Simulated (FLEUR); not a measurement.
# GaN (F-43m) in FLEUR: notebook

Runs on GaN. Level: SCAN. Tasks: band structure, equation of state.

Program: FLEUR MaX-R8.1 (later development tree). These are calculated values, not measurements. Logs are shortened: lines on timing, memory, paths and dates and some standing lists are left out, and cuts for length are marked.

**The experiment to reproduce.**

A printed reference work, textbook reports, for a bulk crystal of GaN at 0 K: band gap 3.299 eV (direct).

The runs below are set against these values where they give the same quantity.

## Step 1: The structure

The structure is cubic, space group F-43m (No. 216). The conventional cell has a = 4.507 Å, b = 4.507 Å, c = 4.507 Å, α = 90.00°, β = 90.00°, γ = 90.00°. Ga (site symmetry -43m) has 4 N at 1.95 Å as nearest neighbours. N (site symmetry -43m) has 4 Ga at 1.95 Å as nearest neighbours.

The cell is a database's computed one.

## Step 2: Band structure, SCAN

The input, inp.xml:

```xml
<?xml version="1.0" encoding="UTF-8" standalone="no"?>
<fleurInput fleurInputVersion="0.39">
   <comment>
      GaN                                                                                                 
   </comment>
   <calculationSetup>
      <cutoffs Kmax="5.05" Gmax="15.7" GmaxXC="15.7" numbands="0"/>
      <scfLoop itmax="60" minDistance="0.00001" maxIterBroyd="15" imix="Anderson" alpha="0.05" precondParam="0.0" spinf="2.0" sdNocoIR="T"/>
      <coreElectrons ctail="F" frcor="F" kcrel="0" coretail_lmax="0"/>
      <xcFunctional name="LibXC" relativisticCorrections="F">
         <LibXCName exchange="mgga_x_scan" correlation="mgga_c_scan"/>
         <AuxGGA exchange="117" correlation="130"/>
      </xcFunctional>
      <magnetism jspins="1"/>
      <soc l_soc="F" theta="0.0" phi="0.0" spav="F"/>
      <expertModes spex="0" secvar="F"/>
      <geometryOptimization l_f="F" forcealpha="1.0" forcemix="BFGS" epsdisp="0.00001" epsforce="0.00001"/>
      <ldaU l_linMix="F" mixParam="0.05" spinf="1.0"/>
   </calculationSetup>
   <cell>
      <bzIntegration valenceElectrons="26.0" mode="hist" fermiSmearingEnergy="0.00183747">
         <kPointListSelection listName="default-1"/>
         <!-- k-points included here -->
         <xi:include xmlns:xi="http://www.w3.org/2001/XInclude" href="kpts.xml"> </xi:include>
[... 35 lines left out ...]
            <stateOccupation state="(2p1/2)" spinUp="0.500000" spinDown="0.500000"/>
            <stateOccupation state="(2p3/2)" spinUp="1.000000" spinDown="1.000000"/>
         </electronConfig>
         <energyParameters s="2" p="2" d="3" f="4"/>
         <lo type="SCLO" l="0" n="2" eDeriv="2"/>
         <lo type="SCLO" l="1" n="2" eDeriv="2"/>
         <lo type="SCLO" l="2" n="3" eDeriv="2"/>
      </species>
   </atomSpecies>
   <atomGroups>
      <atomGroup species="Gallium (Ga)">
         <relPos label="                   1">.0000000000 .0000000000 .0000000000</relPos>
         <force calculate="T" relaxXYZ="TTT"/>
      </atomGroup>
      <atomGroup species="Nitrogen (N)">
         <relPos label="                   2">1.000/4.000 1.000/4.000 1.000/4.000</relPos>
         <force calculate="T" relaxXYZ="TTT"/>
      </atomGroup>
   </atomGroups>
   <output dos="F" band="F" slice="F">
      <checks vchk="F" cdinf="F"/>
      <bandDOS minEnergy="-.5*Htr" maxEnergy="0.5*Htr" sigma="0.015" storeEVData="T"/>
      <vacuumDOS vacdos="F" integ="F" star="F" nstars="0" locx1="0.0" locy1="0.0" locx2="0.0" locy2="0.0" nstm="0" tworkf="0.0"/>
      <unfoldingBand unfoldBand="F" supercellX="1" supercellY="1" supercellZ="1"/>
      <plotting iplot="0" polar="F">
         <plot TwoD="T" vec1="  1.0  0.0  0.0" vec2="  0.0  1.0  0.0" vec3="  0.0  0.0  1.0" zero="  0.0  0.0  0.0" file="plot"/>
      </plotting>
      <chargeDensitySlicing numkpt="0" minEigenval="0.0" maxEigenval="0.0" nnne="0" pallst="F"/>
      <specialOutput eonly="F"/>
      <moessbauerParams electricFieldGradient="T" isomerShift="T" coreHyperfine="T" valenceHyperfine="T"/>
      <magneticCircularDichroism mcd="F" energyLo="-10.0" energyUp="0.0"/>
   </output>
  <!-- We include the file relax.xml here to enable relaxations (see documentation) -->
  <xi:include xmlns:xi="http://www.w3.org/2001/XInclude" href="relax.xml"> <xi:fallback/> </xi:include>
</fleurInput>
```

The input, crystal.txt:

```
GaN
&input cartesian=F /
0.0000000000  2.2535006075  2.2535006075
2.2535006075  0.0000000000  2.2535006075
2.2535006075  2.2535006075  0.0000000000
1.8897261246
1.0 1.0 1.0

2
31 0.0000000000  0.0000000000  0.0000000000
7 0.2500000000  0.2500000000  0.2500000000

&kpt div1=10 div2=10 div3=10 gamma=T /
```

The input, inp.xml (bands):

```
<?xml version="1.0" encoding="UTF-8" standalone="no"?>
<fleurInput fleurInputVersion="0.39">
   <comment>
      GaN                                                                                                 
   </comment>
   <calculationSetup>
      <cutoffs Kmax="5.05" Gmax="15.7" GmaxXC="15.7" numbands="0"/>
      <scfLoop itmax="60" minDistance="0.00001" maxIterBroyd="15" imix="Anderson" alpha="0.05" precondParam="0.0" spinf="2.0" sdNocoIR="T"/>
      <coreElectrons ctail="F" frcor="F" kcrel="0" coretail_lmax="0"/>
      <xcFunctional name="LibXC" relativisticCorrections="F">
         <LibXCName exchange="mgga_x_scan" correlation="mgga_c_scan"/>
         <AuxGGA exchange="117" correlation="130"/>
      </xcFunctional>
      <magnetism jspins="1"/>
      <soc l_soc="F" theta="0.0" phi="0.0" spav="F"/>
      <expertModes spex="0" secvar="F"/>
      <geometryOptimization l_f="F" forcealpha="1.0" forcemix="BFGS" epsdisp="0.00001" epsforce="0.00001"/>
      <ldaU l_linMix="F" mixParam="0.05" spinf="1.0"/>
   </calculationSetup>
   <cell>
      <bzIntegration valenceElectrons="26.0" mode="hist" fermiSmearingEnergy="0.00183747">
         <kPointListSelection listName="path-1"/>
         <!-- k-points included here -->
         <xi:include xmlns:xi="http://www.w3.org/2001/XInclude" href="kpts.xml"> </xi:include>
[... 34 lines left out ...]
            <valenceConfig>(2s1/2) (2p1/2) (2p3/2)</valenceConfig>
            <stateOccupation state="(2p1/2)" spinUp="0.500000" spinDown="0.500000"/>
            <stateOccupation state="(2p3/2)" spinUp="1.000000" spinDown="1.000000"/>
         </electronConfig>
         <energyParameters s="2" p="2" d="3" f="4"/>
         <lo type="SCLO" l="0" n="2" eDeriv="2"/>
         <lo type="SCLO" l="1" n="2" eDeriv="2"/>
         <lo type="SCLO" l="2" n="3" eDeriv="2"/>
      </species>
   </atomSpecies>
   <atomGroups>
      <atomGroup species="Gallium (Ga)">
         <relPos label="                   1">.0000000000 .0000000000 .0000000000</relPos>
         <force calculate="T" relaxXYZ="TTT"/>
      </atomGroup>
      <atomGroup species="Nitrogen (N)">
         <relPos label="                   2">1.000/4.000 1.000/4.000 1.000/4.000</relPos>
         <force calculate="T" relaxXYZ="TTT"/>
      </atomGroup>
   </atomGroups>
   <output dos="F" band="T" slice="F">
      <checks vchk="F" cdinf="F"/>
      <bandDOS minEnergy="-.5*Htr" maxEnergy="0.5*Htr" sigma="0.015" storeEVData="T"/>
      <vacuumDOS vacdos="F" integ="F" star="F" nstars="0" locx1="0.0" locy1="0.0" locx2="0.0" locy2="0.0" nstm="0" tworkf="0.0"/>
      <unfoldingBand unfoldBand="F" supercellX="1" supercellY="1" supercellZ="1"/>
      <plotting iplot="0" polar="F">
         <plot TwoD="T" vec1="  1.0  0.0  0.0" vec2="  0.0  1.0  0.0" vec3="  0.0  0.0  1.0" zero="  0.0  0.0  0.0" file="plot"/>
      </plotting>
      <chargeDensitySlicing numkpt="0" minEigenval="0.0" maxEigenval="0.0" nnne="0" pallst="F"/>
      <specialOutput eonly="F"/>
      <moessbauerParams electricFieldGradient="T" isomerShift="T" coreHyperfine="T" valenceHyperfine="T"/>
      <magneticCircularDichroism mcd="F" energyLo="-10.0" energyUp="0.0"/>
   </output>
  <!-- We include the file relax.xml here to enable relaxations (see documentation) -->
  <xi:include xmlns:xi="http://www.w3.org/2001/XInclude" href="relax.xml"> <xi:fallback/> </xi:include>
</fleurInput>
```

Potentials or basis: all-electron, FLAPW.

The run is started by

```console
$ inpgen -f crystal.txt -profile fastHighL
$ # inp.xml edited to the form shown
$ fleur_MPI
$ fleur_MPI   # second run, on inp.xml (bands)
```

What it wrote:

```text
Welcome to FLEUR        (www.flapw.de)
      MaX-Release 8.1          (www.max-centre.eu)
 func_ids         267         263         267         263
 MetaGGA potential functional detected - V_tau will be computed
 Auxiliary Potential for radial basis: exchange=         117  correlation=         130
The functional 'SCAN exchange of Sun, Ruzsinszky, and Perdew' is an exchange functional, it belongs to the 'MGGA' family and is defined in the reference(s):
[1] J. Sun, A. Ruzsinszky, and J. P. Perdew.,  Phys. Rev. Lett. 115, 036402 (2015)
The functional 'SCAN correlation of Sun, Ruzsinszky, and Perdew' is a correlation functional, it belongs to the 'MGGA' family and is defined in the reference(s):
[1] J. Sun, A. Ruzsinszky, and J. P. Perdew.,  Phys. Rev. Lett. 115, 036402 (2015)
 Using same functional for VXC and EXC

 ========== k-point set info ==========
 Selected k-point list: default-1
 k-point list type: mesh
 10 x 10 x 10
 Number of k points: 47

 ------------Calculation Setup---------------------------
 Number of MPI-tasks      :            1
 Number of PE/node        :            1
 Number of OMP-threads    :            1
 Most efficient MPI parallelization for:
           1          47
 Additional eigenvalue parallelization possible
 Number of basis functions:          428
 Approximate size of matrices (H+S) per k-point:         0.005 GB
 --------------------------------------------------------
The functional 'Hammer, Hansen, and Norskov' is an exchange functional, it belongs to the 'GGA' family and is defined in the reference(s):
[1] B. Hammer, L. B. Hansen, and J. K. Nørskov.,  Phys. Rev. B 59, 7413 (1999)
The functional 'Perdew, Burke & Ernzerhof' is a correlation functional, it belongs to the 'GGA' family and is defined in the reference(s):
[1] J. P. Perdew, K. Burke, and M. Ernzerhof.,  Phys. Rev. Lett. 77, 3865 (1996)
[2] J. P. Perdew, K. Burke, and M. Ernzerhof.,  Phys. Rev. Lett. 78, 1396 (1997)
 Using same functional for VXC and EXC
 Using auxiliary GGA potential for the first iteration of MetaGGA calculation.
 Reset of history
 Reset of history
 Iteration:     1   Distance:      30.33270612 me/bohr^3
The functional 'Hammer, Hansen, and Norskov' is an exchange functional, it belongs to the 'GGA' family and is defined in the reference(s):
[1] B. Hammer, L. B. Hansen, and J. K. Nørskov.,  Phys. Rev. B 59, 7413 (1999)
The functional 'Perdew, Burke & Ernzerhof' is a correlation functional, it belongs to the 'GGA' family and is defined in the reference(s):
[1] J. P. Perdew, K. Burke, and M. Ernzerhof.,  Phys. Rev. Lett. 77, 3865 (1996)
[2] J. P. Perdew, K. Burke, and M. Ernzerhof.,  Phys. Rev. Lett. 78, 1396 (1997)
 Using same functional for VXC and EXC
 Iteration:     2   Distance:      25.62467565 me/bohr^3
The functional 'Hammer, Hansen, and Norskov' is an exchange functional, it belongs to the 'GGA' family and is defined in the reference(s):
[1] B. Hammer, L. B. Hansen, and J. K. Nørskov.,  Phys. Rev. B 59, 7413 (1999)
The functional 'Perdew, Burke & Ernzerhof' is a correlation functional, it belongs to the 'GGA' family and is defined in the reference(s):
[1] J. P. Perdew, K. Burke, and M. Ernzerhof.,  Phys. Rev. Lett. 77, 3865 (1996)
[2] J. P. Perdew, K. Burke, and M. Ernzerhof.,  Phys. Rev. Lett. 78, 1396 (1997)
 Using same functional for VXC and EXC
 Iteration:     3   Distance:      23.26280471 me/bohr^3
The functional 'Hammer, Hansen, and Norskov' is an exchange functional, it belongs to the 'GGA' family and is defined in the reference(s):
[1] B. Hammer, L. B. Hansen, and J. K. Nørskov.,  Phys. Rev. B 59, 7413 (1999)
The functional 'Perdew, Burke & Ernzerhof' is a correlation functional, it belongs to the 'GGA' family and is defined in the reference(s):
[1] J. P. Perdew, K. Burke, and M. Ernzerhof.,  Phys. Rev. Lett. 77, 3865 (1996)
[2] J. P. Perdew, K. Burke, and M. Ernzerhof.,  Phys. Rev. Lett. 78, 1396 (1997)
 Using same functional for VXC and EXC
 Iteration:     4   Distance:      11.67587413 me/bohr^3
The functional 'Hammer, Hansen, and Norskov' is an exchange functional, it belongs to the 'GGA' family and is defined in the reference(s):
[1] B. Hammer, L. B. Hansen, and J. K. Nørskov.,  Phys. Rev. B 59, 7413 (1999)
The functional 'Perdew, Burke & Ernzerhof' is a correlation functional, it belongs to the 'GGA' family and is defined in the reference(s):
[1] J. P. Perdew, K. Burke, and M. Ernzerhof.,  Phys. Rev. Lett. 77, 3865 (1996)
[2] J. P. Perdew, K. Burke, and M. Ernzerhof.,  Phys. Rev. Lett. 78, 1396 (1997)
 Using same functional for VXC and EXC
 Iteration:     5   Distance:       4.84819661 me/bohr^3
The functional 'Hammer, Hansen, and Norskov' is an exchange functional, it belongs to the 'GGA' family and is defined in the reference(s):
[1] B. Hammer, L. B. Hansen, and J. K. Nørskov.,  Phys. Rev. B 59, 7413 (1999)
The functional 'Perdew, Burke & Ernzerhof' is a correlation functional, it belongs to the 'GGA' family and is defined in the reference(s):
[1] J. P. Perdew, K. Burke, and M. Ernzerhof.,  Phys. Rev. Lett. 77, 3865 (1996)
[2] J. P. Perdew, K. Burke, and M. Ernzerhof.,  Phys. Rev. Lett. 78, 1396 (1997)
 Using same functional for VXC and EXC
 Iteration:     6   Distance:       3.19598454 me/bohr^3
The functional 'Hammer, Hansen, and Norskov' is an exchange functional, it belongs to the 'GGA' family and is defined in the reference(s):
[1] B. Hammer, L. B. Hansen, and J. K. Nørskov.,  Phys. Rev. B 59, 7413 (1999)
The functional 'Perdew, Burke & Ernzerhof' is a correlation functional, it belongs to the 'GGA' family and is defined in the reference(s):
[1] J. P. Perdew, K. Burke, and M. Ernzerhof.,  Phys. Rev. Lett. 77, 3865 (1996)
[2] J. P. Perdew, K. Burke, and M. Ernzerhof.,  Phys. Rev. Lett. 78, 1396 (1997)
 Using same functional for VXC and EXC
[... 54 lines left out ...]
[2] J. P. Perdew, K. Burke, and M. Ernzerhof.,  Phys. Rev. Lett. 78, 1396 (1997)
 Using same functional for VXC and EXC
 Iteration:    15   Distance:       0.00018112 me/bohr^3
The functional 'Hammer, Hansen, and Norskov' is an exchange functional, it belongs to the 'GGA' family and is defined in the reference(s):
[1] B. Hammer, L. B. Hansen, and J. K. Nørskov.,  Phys. Rev. B 59, 7413 (1999)
The functional 'Perdew, Burke & Ernzerhof' is a correlation functional, it belongs to the 'GGA' family and is defined in the reference(s):
[1] J. P. Perdew, K. Burke, and M. Ernzerhof.,  Phys. Rev. Lett. 77, 3865 (1996)
[2] J. P. Perdew, K. Burke, and M. Ernzerhof.,  Phys. Rev. Lett. 78, 1396 (1997)
 Using same functional for VXC and EXC
 Iteration:    16   Distance:       0.00004001 me/bohr^3
The functional 'Hammer, Hansen, and Norskov' is an exchange functional, it belongs to the 'GGA' family and is defined in the reference(s):
[1] B. Hammer, L. B. Hansen, and J. K. Nørskov.,  Phys. Rev. B 59, 7413 (1999)
The functional 'Perdew, Burke & Ernzerhof' is a correlation functional, it belongs to the 'GGA' family and is defined in the reference(s):
[1] J. P. Perdew, K. Burke, and M. Ernzerhof.,  Phys. Rev. Lett. 77, 3865 (1996)
[2] J. P. Perdew, K. Burke, and M. Ernzerhof.,  Phys. Rev. Lett. 78, 1396 (1997)
 Using same functional for VXC and EXC
 Iteration:    17   Distance:       0.00003473 me/bohr^3
The functional 'Hammer, Hansen, and Norskov' is an exchange functional, it belongs to the 'GGA' family and is defined in the reference(s):
[1] B. Hammer, L. B. Hansen, and J. K. Nørskov.,  Phys. Rev. B 59, 7413 (1999)
The functional 'Perdew, Burke & Ernzerhof' is a correlation functional, it belongs to the 'GGA' family and is defined in the reference(s):
[1] J. P. Perdew, K. Burke, and M. Ernzerhof.,  Phys. Rev. Lett. 77, 3865 (1996)
[2] J. P. Perdew, K. Burke, and M. Ernzerhof.,  Phys. Rev. Lett. 78, 1396 (1997)
 Using same functional for VXC and EXC
 Iteration:    18   Distance:       0.00001762 me/bohr^3
The functional 'Hammer, Hansen, and Norskov' is an exchange functional, it belongs to the 'GGA' family and is defined in the reference(s):
[1] B. Hammer, L. B. Hansen, and J. K. Nørskov.,  Phys. Rev. B 59, 7413 (1999)
The functional 'Perdew, Burke & Ernzerhof' is a correlation functional, it belongs to the 'GGA' family and is defined in the reference(s):
[1] J. P. Perdew, K. Burke, and M. Ernzerhof.,  Phys. Rev. Lett. 77, 3865 (1996)
[2] J. P. Perdew, K. Burke, and M. Ernzerhof.,  Phys. Rev. Lett. 78, 1396 (1997)
 Using same functional for VXC and EXC
 Iteration:    19   Distance:       0.00000334 me/bohr^3

 ********************************************************************
 Run finished successfully
 Stop message:
   all done
 ********************************************************************
```

Wall time 66 s (1 thread of Intel Xeon Platinum 8488C (Sapphire Rapids), shared host); peak memory 0.07 GiB.

What came out:

| Item | Value |
| --- | --- |
| Free energy | -54404.1410 eV |
| Band gap on the k mesh | 2.06 eV, direct |
| Band gap along the path | 2.06 eV, direct |
| Valence electrons inside the program's atomic spheres | Ga 18.72; N 3.59 (radii Ga 1.94, N 1.48 bohr) |

Levels at the corners of the path, in eV from the valence-band top:
```csv
point,band 9,band 10,band 11,band 12,band 13,band 14,band 15,band 16,band 17,band 18
Γ,-13.49,-13.49,0.00,0.00,0.00,2.06,10.93,10.93,10.93,18.51
X,-13.41,-12.01,-6.24,-2.79,-2.79,3.76,7.20,12.56,14.89,14.89
W,-13.47,-11.74,-5.80,-3.79,-3.70,6.73,9.07,10.90,11.84,16.13
K,-13.45,-11.85,-5.97,-4.34,-2.24,5.46,8.49,11.86,13.63,14.35
Γ,-13.49,-13.49,0.00,0.00,0.00,2.06,10.93,10.93,10.93,18.51
L,-13.44,-12.38,-7.17,-1.00,-1.00,5.10,9.44,10.95,10.95,16.48
U,-13.45,-11.85,-5.97,-4.34,-2.24,5.46,8.49,11.86,13.63,14.35
W,-13.47,-11.74,-5.80,-3.79,-3.70,6.73,9.07,10.90,11.84,16.13
L,-13.44,-12.38,-7.17,-1.00,-1.00,5.10,9.44,10.95,10.95,16.48
K,-13.45,-11.85,-5.97,-4.34,-2.24,5.46,8.49,11.86,13.63,14.35
U,-13.45,-11.85,-5.97,-4.34,-2.24,5.46,8.49,11.86,13.63,14.35
X,-13.41,-12.01,-6.24,-2.79,-2.79,3.76,7.20,12.56,14.89,14.89
```

Core levels (eV from the Fermi level):
| atom | levels |
| --- | --- |
| 1 Ga | 1s1/2 -10221.3, 2s1/2 -1255.0, 2p1/2 -1109.9, 2p3/2 -1082.2 |
| 2 N | 1s1/2 -375.2 |

Caveat: the meta-GGA is that of a development version, with a GGA for the radial functions and cores and without core tails.

(Continued in part 2 of 2.)
